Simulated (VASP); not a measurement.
Write the native input for VASP 6.6.1 that does the following.

- Task: single point
- Functional: r2SCAN
- Potentials or basis: VASP PAW PBE potentials, release 64 (Na_pv, I)
- Cutoff: 520 eV
- k mesh: 6 × 6 × 6
- Occupations: gaussian, width 0.05 eV
- Spin: no spin polarisation
- Dipole correction: no
- Further INCAR settings: ALGO = Normal; EDIFF = 1e-06; NBANDS = 14

NaI:

```
Na I
1.0
     0.00000    3.23640    3.23640
     3.23640    0.00000    3.23640
     3.23640    3.23640    0.00000
Na I
1 1
Direct
  0.00000 0.00000 0.00000
  0.46910 0.46910 0.53090
```

Measurements of this composition are mostly on another form, of space group No. 225.

The cell isn't the ideal one: all I atoms moved -0.200 Å, as atom 2 along Cartesian [0 0 1].

One way to write it, as run:

POSCAR

```
NaI
1.0
    0.0000000000      3.2364000000      3.2364000000
    3.2364000000      0.0000000000      3.2364000000
    3.2364000000      3.2364000000      0.0000000000
Na I
1 1
Direct
    0.0000000000      0.0000000000      0.0000000000
    0.4691014708      0.4691014708      0.5308985292
```

INCAR.step1

```
SYSTEM = NaI
PREC = Accurate
ENCUT = 520
ISMEAR = 0
SIGMA = 0.05
LREAL = .False.
LASPH = .True.
NELM = 100
NBANDS = 14
GGA = PE
ALGO = Normal
EDIFF = 1E-4
LWAVE = .True.
LCHARG = .False.
```

INCAR.step2

```
SYSTEM = NaI
PREC = Accurate
ENCUT = 520
EDIFF = 1E-6
ISMEAR = 0
SIGMA = 0.05
LREAL = .False.
LASPH = .True.
NELM = 100
ALGO = Normal
ISIF = 2
LWAVE = .False.
LCHARG = .False.
METAGGA = R2SCAN
LMIXTAU = .True.
NBANDS = 14
ISTART = 1
```

KPOINTS

```
regular mesh
0
Gamma
  6 6 6
  0 0 0
```

Potentials or basis: VASP PAW PBE potentials, release 64 (Na_pv, I).

Launch:

```sh
$ cat potpaw_PBE.64/Na_pv/POTCAR potpaw_PBE.64/I/POTCAR > POTCAR
$ cp INCAR.step1 INCAR
$ mpirun -np 1 vasp_std > vasp.out
$ cp INCAR.step2 INCAR
$ mpirun -np 1 vasp_std > vasp.out
```

It gave:

* Pressure: 0.0 GPa
* Largest force: 0.216 eV/Å
* Band gap on the k mesh: 4.44 eV, direct

Caveat: the PAW data sets were made with another functional, which shifts forces and pressure a little; spin-orbit coupling is left out, which moves the levels of the heavy elements.

Run time: 60 s on 1 thread of Intel(R) Xeon(R) Platinum 8488C (Sapphire Rapids), on a shared host, peak memory 0.22 GiB.
